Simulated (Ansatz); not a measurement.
SrTiO₃: computed properties

Level of theory: DFT PBEsol, scalar-relativistic, plane waves, PAW in Ansatz 0.2.0.

Cutoff 420 eV; k points 8×8×8 on the computed 5-atom cell (Γ-centred); Gaussian smearing, width 0.02 eV; no spin polarisation.

The structure is relaxed at this level of theory with its symmetry kept. Whether it is the stable form of this composition wasn't checked.

It takes space group Pm-3m (No. 221, cubic). The conventional cell has a = 3.891 Å, b = 3.891 Å, c = 3.891 Å, α = 90.00°, β = 90.00°, γ = 90.00°. Sr (site symmetry m-3m) has 12 O at 2.75 Å as nearest neighbours. Around Ti (site symmetry m-3m) lie 6 O at 1.95 Å. Around O (site symmetry 4/mmm) lie 2 Ti at 1.95 Å.

| Property | Result |
| --- | --- |
| Volume per atom | 11.78 Å³ |
| Formation energy from the elements' standard states (uncorrected) | -3.257 eV/atom |
| Kohn–Sham band gap | 1.85 eV, indirect from R to Γ |
| Löwdin character of the top 1 eV of the valence band | O 2p 95 % |
| Löwdin character of the lowest 1 eV of the conduction band | Ti 3d 88 %, O 2p 10 % |
| Electron masses at the edge by Cartesian direction of the standard setting (m_e; degenerate bands sorted by energy; no spin-orbit coupling) | x: 5.9, 0.37, 0.37; y: 5.9, 0.37, 0.37; z: 5.9, 0.37, 0.37 |
| Hole masses at the edge by Cartesian direction of the standard setting (m_e; degenerate bands sorted by energy; no spin-orbit coupling) | x: 11, 0.77, 0.77; y: 11, 0.77, 0.77; z: 11, 0.77, 0.77 |
| Bulk modulus | 186 GPa |
| Its pressure derivative | 4.4 |
| Bader charges (e) | Sr (1 in the cell) 1.58, Ti (1 in the cell) 2.22, O (3 in the cell) -1.27 |

A ferromagnetic start lost its moments in a first run, so spin was left out; other magnetic orders weren't tried.

Symmetry holds off the tilts and polar distortions that many cubic perovskites undergo.